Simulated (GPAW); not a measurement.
Input of a GPAW 26.7.0 run:

Contents of run.py:

```python
import numpy as np
from ase.dft.bandgap import bandgap
from ase.io import read, write
from gpaw import GPAW, PW
from gpaw.spinorbit import soc_eigenstates

atoms = read('Ge.cif')

calc = GPAW(mode=PW(600),
            xc={'name': 'C09-vdW', 'backend': 'libvdwxc'},
            kpts={'size': (8, 8, 8), 'gamma': True},
            occupations={'name': 'fermi-dirac', 'width': 0.05},
            nbands=11,
            convergence={'density': 1e-05, 'energy': 1e-05},
            maxiter=150,
            txt='gpaw.txt')
atoms.calc = calc
energy = atoms.get_potential_energy()
forces = atoms.get_forces()
calc.write('gs.gpw')
write('result.traj', atoms)
print(f'Energy: {energy:.6f} eV')
print('Forces (eV/A):')
print(forces.round(4))
print('Fermi level:', round(calc.get_fermi_level(), 4), 'eV')
print(f'Gap: {bandgap(calc)[0]:.4f} eV, direct: {bandgap(calc, direct=True)[0]:.4f} eV')

path = atoms.cell.bandpath('GXWKGLUWLK,UX', npoints=100, eps=1e-4)
bs_calc = calc.fixed_density(kpts=path, symmetry='off', nbands=21,
                             convergence={'bands': 'CBM+6.0', 'eigenstates': 1e-6}, txt='bands.txt')
bs = bs_calc.band_structure()
bs.write('bs.json')
print(f'Gap on the path: {bandgap(bs_calc)[0]:.4f} eV')

soc = soc_eigenstates(bs_calc, theta=90, phi=45)
np.savetxt('soc_bands.dat', soc.eigenvalues(), fmt='%.4f')
mesh = soc_eigenstates('gs.gpw', theta=90, phi=45)
np.savetxt('soc_mesh.dat', mesh.eigenvalues(), fmt='%.4f')
print('Fermi level with spin-orbit coupling:', round(mesh.fermi_level, 4), 'eV')
```

Contents of Ge.cif:

```cif
data_Ge
_cell_length_a 4.00068289
_cell_length_b 4.00068289
_cell_length_c 4.00068289
_cell_angle_alpha 60.00000000
_cell_angle_beta 60.00000000
_cell_angle_gamma 60.00000000
_space_group_name_H-M_alt 'P1'
_space_group_name_Hall 'P 1'
_space_group_IT_number 1
loop_
_space_group_symop_operation_xyz
'x,y,z'
loop_
_atom_site_label
_atom_site_type_symbol
_atom_site_symmetry_multiplicity
_atom_site_Wyckoff_symbol
_atom_site_fract_x
_atom_site_fract_y
_atom_site_fract_z
_atom_site_occupancy
Ge1 Ge 1 a 0.7500000000 0.7500000000 0.7500000000 1
Ge2 Ge 1 a 0.5000000000 0.5000000000 0.5000000000 1
```

Potentials or basis: GPAW PAW data sets (gpaw-data 1.2.1), pw.

Run with:

```bash
$ OMP_NUM_THREADS=1 python run.py
```

**Question.** What does it give for the band gap along the path?

**Answer.** None (metal or under the smearing width).

Levels at the corners of the path, in eV from the Fermi level:
| point | band 4 | band 5 | band 6 | band 7 | band 8 | band 9 | band 10 | band 11 | band 12 | band 13 |
| --- | --- | --- | --- | --- | --- | --- | --- | --- | --- | --- |
| Γ | -0.27 | -0.01 | -0.01 | 0.03 | 0.03 | 0.03 | 0.03 | 2.30 | 2.30 | 2.52 |
| X | -8.96 | -3.16 | -3.16 | -3.16 | -3.16 | 0.59 | 0.59 | 0.59 | 0.59 | 9.40 |
| W | -8.85 | -4.05 | -4.05 | -3.97 | -3.97 | 4.16 | 4.16 | 4.30 | 4.30 | 4.58 |
| K | -8.37 | -4.45 | -4.45 | -2.72 | -2.72 | 1.01 | 1.01 | 3.97 | 3.97 | 7.10 |
| Γ | -0.27 | -0.01 | -0.01 | 0.03 | 0.03 | 0.03 | 0.03 | 2.30 | 2.30 | 2.52 |
| L | -7.68 | -1.58 | -1.58 | -1.38 | -1.38 | 0.08 | 0.08 | 3.58 | 3.58 | 3.67 |
| U | -8.37 | -4.45 | -4.45 | -2.72 | -2.72 | 1.01 | 1.01 | 3.97 | 3.97 | 7.10 |
| W | -8.85 | -4.05 | -4.05 | -3.97 | -3.97 | 4.16 | 4.16 | 4.30 | 4.30 | 4.58 |
| L | -7.68 | -1.58 | -1.58 | -1.38 | -1.38 | 0.08 | 0.08 | 3.58 | 3.58 | 3.67 |
| K | -8.37 | -4.45 | -4.45 | -2.72 | -2.72 | 1.01 | 1.01 | 3.97 | 3.97 | 7.10 |
| U | -8.37 | -4.45 | -4.45 | -2.72 | -2.72 | 1.01 | 1.01 | 3.97 | 3.97 | 7.10 |
| X | -8.96 | -3.16 | -3.16 | -3.16 | -3.16 | 0.59 | 0.59 | 0.59 | 0.59 | 9.40 |

Caveat: spin-orbit coupling was added after a scalar SCF, so levels and gaps hold it while energy, forces, pressure and moments don't; this program's spin-orbit splittings come out too wide for heavy elements; the PAW data sets were made with another functional, which shifts forces and pressure a little; this crystal is a semiconductor, whose small gap the functional closes, so the metal is an error of the method.

**Experimental background.**

“Electronic and optical properties of SixGe1-x-ySny alloys lattice-matched to Ge”, 2021, arxiv:2109.02782 reports, for a bulk crystal of Ge at 293 K: band gap 0.666 eV (indirect).

Measured gap of Ge: 0.666 eV (indirect; 293 K; “Electronic and optical properties of SixGe1-x-ySny alloys lattice-matched to Ge”, 2021, arxiv:2109.02782). This calculation gives 0.00 eV (-0.67 eV). 3 values of this kind are on record (0.666 to 0.807 eV); this one was drawn at random among those near their median. The value is that of C09-vdW, without temperature or zero-point motion.
